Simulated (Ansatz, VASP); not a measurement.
# WSe2: VASP beside Ansatz

```
CELL_PARAMETERS angstrom
3.31524 0.00000 0.00000
-1.65762 2.87109 0.00000
0.00000 0.00000 13.71380
ATOMIC_POSITIONS crystal
W 0.33333 0.66667 0.25000
W 0.66667 0.33333 0.75000
Se 0.33333 0.66667 0.62884
Se 0.66667 0.33333 0.12884
Se 0.33333 0.66667 0.87116
Se 0.66667 0.33333 0.37116
```

Alike in both runs: functional r2SCAN; k mesh 10 × 10 × 2; occupations fermi-dirac, width 0.1 eV; no spin polarisation.

Ansatz relaxed the structure, and its values are those at the end. VASP's run is a single point on that final structure, the one shown.

|  | VASP | Ansatz |
| --- | --- | --- |
| version | VASP 6.6.1 | Ansatz 0.2.0 |
| potentials or method | VASP PAW PBE potentials, release 64 (W_sv, Se) | PAW with Ansatz's default frozen-core files, scalar-relativistic |
| plane-wave cutoff (eV) | 520 | 500 |
| valence electrons in the cell | 52 | 92 |

```csv
,VASP,Ansatz,Ansatz less VASP
pressure (GPa),0.3,0.0,-0.30
rms of the force components (eV/Å),0.021,0.000,-0.0207
```

The two sets of potentials don't hold the same shells in valence.

Caveats: the PAW data sets were made with another functional, which shifts forces and pressure a little (VASP). A k mesh can miss the band edges.
